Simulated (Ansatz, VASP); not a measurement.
Ru: VASP beside Ansatz

```
Ru
1.0
     2.70374    0.00000    0.00000
    -1.35187    2.34151    0.00000
     0.00000    0.00000    4.07372
Ru
2
Direct
  0.33333 0.66667 0.25000
  0.66667 0.33333 0.75000
```

Alike in both runs: task single point; functional PBEsol; k mesh 21 × 21 × 12; occupations gaussian, width 0.15 eV; no spin polarisation.

```csv
,VASP,Ansatz
version,VASP 6.6.1,Ansatz 0.2.0
potentials or method,"VASP PAW PBE potentials, release 64 (Ru_pv)","scalar-relativistic, plane waves, PAW"
plane-wave cutoff (eV),520,420
valence electrons in the cell,28,32
```

VASP gave:

* gap on the k mesh at the Fermi level (eV): none
* pressure (GPa): 13.9
* largest component of the traceless stress (GPa): 16.95

Which values does Ansatz return?

gap on the k mesh at the Fermi level (eV): none; pressure (GPa): 14.0; largest component of the traceless stress (GPa): 16.97.

A gap of «none» marks a metal or a gap that the smearing closes. The functional is the same, so the differences come from potentials, cutoffs and numerics. The two sets of potentials don't hold the same shells in valence. Ansatz warned: «pseudo_functional_mismatch».

Caveats: the PAW data sets were made with another functional, which shifts forces and pressure a little (VASP).
